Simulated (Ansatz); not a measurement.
**Zinc-blende AlSb**

All values below come from PBE0-D3(BJ) in Ansatz (plane waves, PAW).

Numerical settings: plane-wave cutoff 460 eV, 8×8×8 k mesh, Fermi–Dirac smearing 0.01 eV, scalar-relativistic PAW data made under PBE.

Cell (relaxed at this level):

```cif
data_Al4Sb4
_chemical_formula_sum 'Al4 Sb4'
_space_group_name_H-M_alt 'F-43m'
_space_group_IT_number 216
_space_group_name_Hall 'F -4 2 3'
_cell_length_a 6.09056
_cell_length_b 6.09056
_cell_length_c 6.09056
_cell_angle_alpha 90.000
_cell_angle_beta 90.000
_cell_angle_gamma 90.000
loop_
_atom_site_label
_atom_site_type_symbol
_atom_site_symmetry_multiplicity
_atom_site_Wyckoff_symbol
_atom_site_fract_x
_atom_site_fract_y
_atom_site_fract_z
_atom_site_occupancy
Al1 Al 4 a 0.00000 0.00000 0.00000 1
Sb1 Sb 4 d 0.75000 0.75000 0.75000 1
```
(The calculation used a cell of 2 atoms; values per cell refer to that cell.)

```
Item                                            Value
-------------------------------------------  --------
bulk modulus                                 62.5 GPa
band gap                                      2.33 eV
smallest direct gap on the k points sampled   3.21 eV
width of the whole s-p valence band          12.10 eV
pressure derivative B′ of the bulk modulus        4.2
```

Measured, for comparison: band gap 1.73 eV (zero-point renormalisation of 35 meV (experimental, the table's column) added back here, indirect; inputs from Miglio et al. (2020), arXiv:2011.12765); bulk modulus 58.2 GPa (temperature not stated, no zero-point or thermal correction; as tabulated in Toher et al. (2017), arXiv:1611.05714). Computed (rounded) less measured: bulk modulus +7 %. A static lattice is as a rule a little smaller and stiffer than an uncorrected measurement, which narrows the difference in the bulk modulus and would widen misses of the other sign.

Spin–orbit coupling is not included; with these elements it can move the gap by several tenths of an eV or more.

Computed values are for the static lattice.

Ansatz is a program for electronic structure.
